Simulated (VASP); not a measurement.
Set up this calculation in VASP 6.6.1, as the native input.

* Task: relaxation of cell and atoms
* Functional: PBE
* Potentials or basis: VASP PAW PBE potentials, release 64 (Ca_sv)
* Cutoff: 600 eV
* k mesh: 10 × 10 × 10
* Occupations: gaussian, width 0.1 eV
* Spin: no spin polarisation
* Dipole correction: no
* Further INCAR settings: ALGO = Fast; EDIFF = 1e-07; IBRION = 2; EDIFFG = -0.01; NSW = 100; ISIF = 3

The structure of Ca lies in POSCAR:

```
Ca
1.0
    5.3155247973      0.0000000000      0.0000000000
    0.0000000000      5.3155247973      0.0000000000
    0.0000000000      0.0000000000      5.3155247973
Ca
3
Direct
    0.5000000000      0.0000000000      0.0000000000
    0.0000000000      0.5000000000      0.0000000000
    0.0000000000      0.0000000000      0.5000000000
```

The cell was built by a generator and needn't be a form met in nature.

The cell isn't the ideal one: random cell by space group and Wyckoff sites (Pm-3m, No. 221).

These files were run (other wordings do the same):

INCAR

```
SYSTEM = Ca
PREC = Accurate ; ENCUT = 600
EDIFF = 1E-7 ; ISMEAR = 0
SIGMA = 0.1 ; LREAL = .FALSE.
LASPH = .TRUE. ; NELM = 60
ALGO = Fast ; ISIF = 3
LWAVE = .FALSE. ; LCHARG = .FALSE.
GGA = PE ; IBRION = 2
NSW = 100 ; EDIFFG = -0.01
```

KPOINTS

```
regular mesh
0
G
  10 10 10
  0 0 0
```

Potentials or basis: VASP PAW PBE potentials, release 64 (Ca_sv).

Command:

```console
$ cat potpaw_PBE.64/Ca_sv/POTCAR > POTCAR
$ mpirun -np 1 vasp_std > vasp.out
```

Results of the run:

```yaml
Relaxed_volume: 50.77 Å³/atom
Relaxed_cell: a = 5.340 Å, b = 5.340 Å, c = 5.340 Å, α = 90.00°, β = 90.00°, γ = 90.00°
Space_group_after_relaxing_to_0.05_Å: Pm-3m (No. 221)
Energy_gained_by_relaxing: 0.4 meV/atom
Ionic_steps: 3
Pressure_after_relaxing: 0.0 GPa
Band_gap_on_the_k_mesh: none (metal or under the smearing width)
```

Run time: 8.7 min on 1 thread of Intel(R) Xeon(R) Platinum 8488C (Sapphire Rapids) (shared host), peak memory 0.37 GiB.
